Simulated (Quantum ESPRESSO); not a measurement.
## SiC (Moissanite) under changes of volume

One of the cells (10.341 Å³/atom); the others are scaled copies at fixed shape and fractional positions:

```
Si C
1.0
     3.07600    0.00000    0.00000
    -1.53800    2.66389    0.00000
     0.00000    0.00000    5.04800
Si C
2 2
Cartesian
  1.5380 0.8880 2.5240
  0.0000 1.7759 0.0000
  1.5380 0.8880 4.4675
  0.0000 1.7759 1.9435
```

| Quantity | Value |
| --- | --- |
| Program | Quantum ESPRESSO 7.5 |
| Functional | PBE |
| Potentials or basis | Ansatz NC SR PBE |
| Cutoff | 1116 eV |
| Density cutoff | 4463 eV |
| k mesh | 10 × 10 × 5 |
| Occupations | fermi-dirac, width 0.05 eV |
| Spin | no spin polarisation |

```tsv
volume (Å³/atom)	energy over the lowest point (meV/atom)	pressure (GPa)	gap on the mesh (eV)	largest force (eV/Å)
9.721	46.27	19.7	2.37	0.863
9.927	24.67	13.9	2.41	0.827
10.134	10.18	8.6	2.44	0.792
10.341	2.16	3.9	2.47	0.760
10.548	0.00	-0.5	2.51	0.729
10.755	?	?	?	?
10.961	11.16	-8.0	2.48	0.672
```

Q: What does the run at 10.755 Å³/atom give?

A: Energy over the lowest point 3.17 meV/atom; pressure -4.4 GPa; gap on the mesh 2.51 eV; largest force 0.700 eV/Å.

Worked out: A Birch-Murnaghan fit of order 3 (a polynomial in V^(-2/3)) to the other rows has its minimum at 10.52 Å³/atom with B0 = V·E''(V) = 212 GPa and B' = 4.0 at fixed shape and positions, which overstates the stiffness. It gives 3.20 meV/atom at 10.755 Å³/atom, against the run's 3.17, and -dE/dV = -4.4 GPa, against -4.4. A parabola through the other rows of the gap, of slope -0.096 eV per unit of ln V there, gives 2.49 eV, against the run's 2.51.

Energies are extrapolated to zero smearing.

Caveats: an odd mesh through Γ misses points on the zone boundary, where band edges often lie.
